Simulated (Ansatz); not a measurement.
# CuO: the cost of one run

Computed with Ansatz 0.2.0 (DFT PBE, scalar-relativistic, plane waves, PAW, unless a step's input says otherwise).

3 further runs of the same task are left out: 1 that didn't finish, 2 set aside as unsound or not needed.

### Step 1. The starting structure

The structure is orthorhombic, space group Cccm (No. 66). The conventional cell has a = 4.161 Å, b = 4.179 Å, c = 5.151 Å, α = 90.00°, β = 90.00°, γ = 90.00°. Cu (site symmetry 2/m) has 4 O at 1.96 Å in its first shell of neighbours. Around O (site symmetry 222) lie 4 Cu at 1.96 Å.

Coordinates:

```xyz
4
Lattice="2.0830 -2.0804 0.1663 2.0830 2.0804 0.1663 -0.4102 0.0000 5.1350" Properties=species:S:1:pos:R:3 pbc="T T T"
Cu    1.0168    1.0402    0.0908
Cu    0.8117   -1.0402    2.6582
O     1.9557    0.0000    1.4577
O     1.7506    0.0000    4.0251
```

It is the result of an earlier relaxation at this level (volume 11.20 Å³/atom; gap on the mesh: none (metal)).

Bulk energy on matching settings, from an earlier run: -3595.6419 eV/atom.

### Step 2. Cutting the (001) slab

Miller indices refer to the conventional cell of the relaxed bulk, Cccm (No. 66): a = 4.161 Å, b = 4.179 Å, c = 5.151 Å, α = 90.00°, β = 90.00°, γ = 90.00°.

The slab is a (001) slab, 14.2 Å thick as cut, with 15 Å of vacuum; its outer planes are O (top) and Cu (bottom).

The slab as cut. Its planes from the bottom up:

```csv
plane,atoms per cell,height over the lowest (Å)
1,Cu,0.00
2,O,1.29
3,Cu,2.58
4,O,3.86
5,Cu,5.15
6,O,6.44
7,Cu,7.73
8,O,9.01
9,Cu,10.30
10,O,11.59
11,Cu,12.88
12,O,14.17
```

### Step 3. The slab as cut, atoms at the bulk's places

A dipole layer in the vacuum cancels the field that periodic copies would set up if the slab's two faces differ.

File input.yaml:

```yaml
crystal:
  lattice:
    - [2.9486966771, 0.0, 0.0]
    - [0.0129800001, 2.9486681083, 0.0]
    - [0.0, 0.0, 29.1661631389]
  atoms:
    - { symbol: Cu, position: [0.5057739905, 0.0057739905, 0.2571472965] }
    - { symbol: O, position: [0.5057974922, 0.5057743909, 0.3013023335] }
    - { symbol: Cu, position: [0.0057978926, 0.5057978926, 0.3454573705] }
    - { symbol: O, position: [0.505798293, 0.5058213943, 0.3896124075] }
    - { symbol: Cu, position: [0.5058217947, 0.0058217947, 0.4337674445] }
    - { symbol: O, position: [0.5058452964, 0.5058221951, 0.4779224815] }
    - { symbol: Cu, position: [0.0058456968, 0.5058456968, 0.5220775185] }
    - { symbol: O, position: [0.5058460972, 0.5058691985, 0.5662325555] }
    - { symbol: Cu, position: [0.5058695989, 0.0058695989, 0.6103875925] }
    - { symbol: O, position: [0.5058931006, 0.5058699993, 0.6545426295] }
    - { symbol: Cu, position: [0.005893501, 0.505893501, 0.6986976665] }
    - { symbol: O, position: [0.5058939014, 0.5059170027, 0.7428527035] }
basis:
  ecutwfc: 420
kpoints:
  mp_grid: { grid: [12, 12, 1] }
hamiltonian:
  xc: pbe
scf:
  occupations: { method: gaussian, width: 0.1 }
output:
  forces: true
  stress: true
  eigenvalues: true
  write_density: true
  write_potential: true
  elf: true
  volumetric_format: npy
efield:
  axis: 3
  dipole_correction: true
  ramp_width: 0.04
```

Run with:

```sh
ansatz run input.yaml --threads 2 --pin off --max-ram 5120MiB --backend cpu --events-out ev --progress --plain --runs-dir out
```

**Question.** How long does this run take on 2 threads of Arm Neoverse V1, shared host, and how much memory does it need?

About 2.4 min, with a peak of 1.3 GiB.
